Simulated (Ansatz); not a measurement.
# AlCu₃ under strain

Theory: DFT PBEsol, scalar-relativistic, plane waves, PAW (Ansatz 0.2.0). (420 eV cutoff, 8×8×8 k-mesh, Gaussian smearing of 0.10 eV, no spin polarisation)

Reference structure (relaxed):

```
CELL_PARAMETERS angstrom
4.17564 0.00000 0.00000
0.00000 5.11832 0.00000
0.00000 0.00000 4.47272
ATOMIC_POSITIONS crystal
Al 0.00000 0.00000 0.66423
Al 0.50000 0.50000 0.33577
Cu 0.00000 0.50000 0.66808
Cu 0.50000 0.00000 0.33192
Cu 0.00000 0.25102 0.16391
Cu 0.00000 0.74898 0.16391
Cu 0.50000 0.24898 0.83609
Cu 0.50000 0.75102 0.83609
```

Deformation: biaxial strain in the a-b plane, with the length and tilt of c and the atoms relaxed, all within the symmetry that the strain leaves. Energies are extrapolated to zero smearing.

```csv
strain (%),ΔE (meV/atom),a (Å),b (Å),c (Å)
-4.0,32.6,4.009,4.914,4.652
-2.0,7.6,4.092,5.016,4.561
+0.0,0.0,4.176,5.118,4.473
+2.0,6.8,4.259,5.221,4.384
+4.0,24.2,4.343,5.323,4.296
```

Question: What stiffness (1/V) d²E/dε² at zero strain does a cubic fit over all points give?

Answer: A cubic fit gives (1/V) d²E/dε² = 475 GPa at zero strain (twice the biaxial modulus).

Question: How does the free axis c answer a small strain?

Answer: Between the innermost points its strain is -0.99 times the applied one.

Cost: 5 runs of about 30 core-minutes in all, on Arm Neoverse V1 (shared hosts).